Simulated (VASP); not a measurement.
## Hf: relaxation of cell and atoms with PBEsol

Hf:

```
CELL_PARAMETERS angstrom
-1.58242 1.58242 1.58242
1.58242 -1.58242 1.58242
1.58242 1.58242 -1.58242
ATOMIC_POSITIONS crystal
Hf 0.00000 0.00000 0.00000
```

This isn't the form of Hf at room conditions, which is hcp.

```yaml
Program: VASP 6.6.1
Task: relaxation of cell and atoms
Functional: PBEsol
Potentials_or_basis: VASP PAW PBE potentials, release 64 (Hf_pv)
Cutoff: 700 eV
k_mesh: 16 × 16 × 16
Occupations: gaussian, width 0.1 eV
Spin: no spin polarisation
Target_pressure: 30 GPa
Further_INCAR_settings: ALGO = Normal; EDIFF = 1e-07; IBRION = 2; EDIFFG = -0.002; NSW = 80; ISIF = 3
Target_pressure: 30 GPa
```

```
Relaxed volume                                         : 17.34 Å³/atom
Relaxed cell                                           : a = 2.824 Å, b = 2.824 Å, c = 2.824 Å, α = 109.47°, β = 109.47°, γ = 109.47°
Space group after relaxing (to 0.05 Å)                 : Im-3m (No. 229)
Energy change on relaxing (the enthalpy is what falls) : -365.2 meV/atom
Ionic steps                                            : 17
Pressure after relaxing                                : 30.0 GPa
Band gap on the k mesh                                 : none (metal or under the smearing width)
```

Step by step:
| step | energy change (eV) | largest force (eV/Å) | pressure (GPa) | volume (Å³) |
| --- | --- | --- | --- | --- |
| 1 | 0.0000 | 0.0000 | 49.99 | 15.85 |
| 2 | -0.6784 | 0.0000 | 2.04 | 20.83 |
| 3 | -0.3828 | 0.0000 | 28.93 | 17.43 |
| 4 | -0.3662 | 0.0000 | 29.94 | 17.34 |
| 5 | -0.3604 | 0.0000 | 30.28 | 17.31 |
| 6 | -0.3606 | 0.0000 | 30.27 | 17.31 |
| 7 | -0.3612 | 0.0000 | 30.24 | 17.32 |
| 8 | -0.3612 | 0.0000 | 30.24 | 17.32 |
| 9 | -0.3612 | 0.0000 | 30.24 | 17.32 |
| 10 | -0.3613 | 0.0000 | 30.24 | 17.32 |
| 11 | -0.3613 | 0.0000 | 30.24 | 17.32 |
| 12 | -0.3615 | 0.0000 | 30.24 | 17.32 |
| 13 | -0.3618 | 0.0000 | 30.21 | 17.32 |
| 14 | -0.3623 | 0.0000 | 30.17 | 17.32 |
| 15 | -0.3634 | 0.0000 | 30.11 | 17.33 |
| 16 | -0.3656 | 0.0000 | 29.97 | 17.34 |
| 17 | -0.3652 | 0.0000 | 30.00 | 17.34 |

Final structure:
```
Hf
1.0
    -1.63043    1.63043    1.63043
     1.63043   -1.63043    1.63043
     1.63043    1.63043   -1.63043
Hf
1
Direct
  0.00000 0.00000 0.00000
```

Levels at points of the mesh, in eV from the Fermi level:
| k point | band 1 | band 2 | band 3 | band 4 | band 5 | band 6 | band 7 | band 8 | band 9 |
| --- | --- | --- | --- | --- | --- | --- | --- | --- | --- |
| (0.00, 0.00, 0.00) | -28.75 | -28.75 | -28.75 | -7.74 | 1.68 | 1.68 | 1.68 | 5.28 | 5.28 |
| (0.50, 0.00, 0.00) | -30.60 | -29.32 | -28.77 | -4.25 | -1.05 | 2.49 | 5.31 | 6.59 | 10.18 |
| (0.50, 0.50, 0.50) | -30.00 | -30.00 | -30.00 | -3.85 | -3.85 | 8.93 | 8.93 | 8.93 | 9.68 |

It took 91 s on 1 thread of AMD EPYC 9R14 (Zen 4) (shared host), peak memory 0.15 GiB.

Caveat: the cell is relaxed towards a set pressure, so the enthalpy falls and the energy may rise; the PAW data sets were made with another functional, which shifts forces and pressure a little. Zero-point motion and thermal expansion aren't in these numbers.
